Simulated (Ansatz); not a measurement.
# SrO (CsCl type): the band gap by level of theory

All numbers come from Ansatz. The cell comes from a prototype generator: it can be a known phase or a hypothetical one. No magnetic order is allowed.

SrO, CsCl type, relaxed with r2SCAN. The symmetry is Pm-3m (No. 221, cubic); conventional cell a = 3.103 Å, 14.94 Å³ an atom. Sr is surrounded by 8 O at 2.69 Å; O is surrounded by 8 Sr at 2.69 Å.

Relaxed lattice by functional, symmetry kept:
```json
{"functional": "PBE", "k mesh": "8×8×8", "a (Å)": "3.134", "volume (Å³/atom)": "15.38"}
{"functional": "r2SCAN", "k mesh": "8×8×8", "a (Å)": "3.103", "volume (Å³/atom)": "14.94"}
{"functional": "PBEsol", "k mesh": "8×8×8", "a (Å)": "3.080", "volume (Å³/atom)": "14.60"}
{"functional": "LDA", "k mesh": "8×8×8", "a (Å)": "3.040", "volume (Å³/atom)": "14.04"}
{"functional": "HSE06", "k mesh": "6×6×6", "a (Å)": "3.100", "volume (Å³/atom)": "14.90"}
```

Gaps on the r2SCAN cell, each the least over its mesh and the special points:

| level | k mesh | gap (eV) | kind | edges | least direct gap (eV) | rough cost |
| --- | --- | --- | --- | --- | --- | --- |
| LDA | 8×8×8 | 2.67 | indirect | M → Γ | 2.72 | 1.2 core-seconds |
| PBE | 8×8×8 | 2.80 | indirect | M → Γ | 2.86 | 1.4 core-seconds |
| PBE+SOC | 8×8×8 | 2.81 | indirect | M → Γ | 2.83 | 6 core-seconds |
| r2SCAN | 8×8×8 | 3.31 | indirect | M → Γ | 3.35 | 2.4 core-seconds |
| r2SCANh | 6×6×6 | 4.14 | indirect | M → Γ | 4.19 | 50 core-seconds |
| HSE06 | 6×6×6 | 4.33 | indirect | M → Γ | 4.39 | 25 core-seconds |
| DDH-PBE0 | 6×6×6 | 4.82 | indirect | M → Γ | 4.89 | 30 core-seconds |
| PBE0 | 6×6×6 | 5.06 | indirect | M → Γ | 5.13 | 28 core-seconds |
| r2SCAN0 | 6×6×6 | 5.42 | indirect | M → Γ | 5.48 | 50 core-seconds |

PBE: smearing of 0.02 eV; the others have fixed occupations.
Wave cutoffs: 420 eV, 500 eV (r2SCAN, r2SCANh, r2SCAN0). Set aside, since their points miss a band edge that the other levels read or their mesh is too coarse: HSE06+SOC.
Costs come from shared machines and give only the order; PBE's includes the band path. The runs had 2 threads of Arm Neoverse V2, on a shared host.

HSE06 gives an indirect gap of 4.33 eV, from M to Γ; the least direct gap is 4.39 eV at Γ. Spin-orbit coupling changes the PBE gap by 0.00 eV, to 2.81 eV; at Γ the threefold valence level splits into a fourfold and a twofold level 0.082 eV apart, the fourfold one on top.

r2SCAN covers 33 % of the step from PBE to HSE06, while HSE06 needs about 11 times r2SCAN's cost (on a coarser mesh). For gaps to 0.1 eV, spin-orbit coupling (up to 0.03 eV here) can be left out. Direct and least gap lie within 0.04 eV at some levels, so the kind of gap isn't settled.

r2SCAN (ground state on 6×6×6): ε∞: 4.09 in all directions. Born charges, averaged over directions: Sr +2.57, O -2.57 e. PBE (ground state on 6×6×6): The electronic dielectric tensor ε∞ is 4.47 in all directions. Born charges, averaged over directions: Sr +2.61, O -2.61 e.

On the PBEsol cell (a = 3.080 Å), with PBEsol: The optical mode at Γ lies at 113 cm⁻¹ without the longitudinal term. With the long-range field the highest mode reaches 448 cm⁻¹. The clamped-ion dielectric constant comes out as 4.55 in all directions. With the ions relaxed, ε⁰ is 71 in all directions. Born charges, averaged over directions: Sr +2.62, O -2.62 e.

Only the levels marked +SOC include spin-orbit coupling.

The meshes of the hybrids are coarse, so their gaps aren't converged to the digits shown.
